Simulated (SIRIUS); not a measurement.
Crystal: WC.

```
W C
1.0
     0.00000    2.19268    2.19268
     2.19268    0.00000    2.19268
     2.19268    2.19268    0.00000
W C
1 1
Cartesian
  0.0000 0.0000 0.0000
  2.1927 2.1927 2.1927
```

Measurements of this composition are mostly on another form, of space group No. 187.

- Program: SIRIUS 7.12.0
- Task: single point
- Functional: PBEsol
- Potentials or basis: PseudoDojo 0.4.1 PBEsol standard (scalar relativistic)
- Cutoff: 1127 eV
- Density cutoff: 4507 eV
- k mesh: 10 × 10 × 10
- Occupations: fermi-dirac, width 0.05 eV
- Spin: no spin polarisation

On this cell: pressure -9.9 GPa; largest force zero by symmetry; band gap on the k mesh none (metal or under the smearing width).

The same run follows on a disturbed copy (atoms moved at random, drawn with an rms of 0.05 Å):

```
CELL_PARAMETERS angstrom
0.00000 2.19268 2.19268
2.19268 0.00000 2.19268
2.19268 2.19268 0.00000
ATOMIC_POSITIONS crystal
W 0.98258 0.99518 0.00280
C 0.51745 0.50594 0.48678
```

Q: What does the disturbed cell give?

A: The energy (extrapolated to zero smearing) moves by +19.5 meV/atom; pressure -7.9 GPa; largest force 0.713 eV/Å; band gap on the k mesh none (metal or under the smearing width).

Forces on the atoms (eV/Å):
```
W   -0.077  0.280  0.652
C    0.077 -0.280 -0.652
```

Stress tensor (GPa, compression positive):
```
-9.93 -0.01  0.00
-0.01 -9.11 -0.01
 0.00 -0.01 -4.74
```
